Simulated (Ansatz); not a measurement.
**Si on a Hf site in HfO₂**

Computed with DFT PBE, scalar-relativistic, plane waves, PAW (Ansatz). Settings: 420 eV cutoff, 2×2×2 k-mesh, shifted by half a step, Gaussian smearing of 0.01 eV, no spin polarisation.

Host crystal, relaxed:

```
Hf O
1.0
     5.29380    0.00000    0.00000
     0.00000    5.06923    0.00000
     0.00000    0.00000    5.10096
Hf O
4 8
Direct
  0.03262 0.26629 0.23999
  0.46738 0.26629 0.73999
  0.53262 0.73371 0.23999
  0.96738 0.73371 0.73999
  0.36539 0.06760 0.38315
  0.13461 0.06760 0.88315
  0.72918 0.46281 0.48986
  0.77082 0.46281 0.98986
  0.27082 0.53719 0.98986
  0.22918 0.53719 0.48986
  0.86539 0.93240 0.38315
  0.63461 0.93240 0.88315
```

Supercell of 48 atoms, rows in host cell vectors: 1 -1 -1; -1 -1 1; -1 1 -1. Atoms relax at the host's cell, keeping the symmetry that the supercell leaves at the site. The cell is small, so energies carry finite-size errors of tenths of an eV. The host's Kohn–Sham gap is 4.36 eV. Atoms are taken from and returned to the elements' standard states.

Spin-orbit coupling is left out, which matters for the bands and energies of heavy elements.

Defect: Si on a Hf site set at (0.033, 0.266, 0.240) of the host cell. In charge 0 some atom moved by up to 0.6 Å, so the relaxed defect can differ in kind from the start. Before relaxation its nearest neighbours are 1 O at 2.04 Å, 1 O at 2.13 Å, 1 O at 2.14 Å, 1 O at 2.15 Å, 1 O at 2.16 Å, 1 O at 2.26 Å, 1 O at 2.28 Å.

| charge | E_f at the valence band top (eV) | moment (μB) | largest move (Å) | atoms near the site |
| --- | --- | --- | --- | --- |
| 0 | 4.19 | 0.00 | 0.62 | 1 O at 1.73 Å, 2 O at 1.78 Å, 1 O at 1.87 Å, 1 O at 1.92 Å, 1 O at 2.37 Å |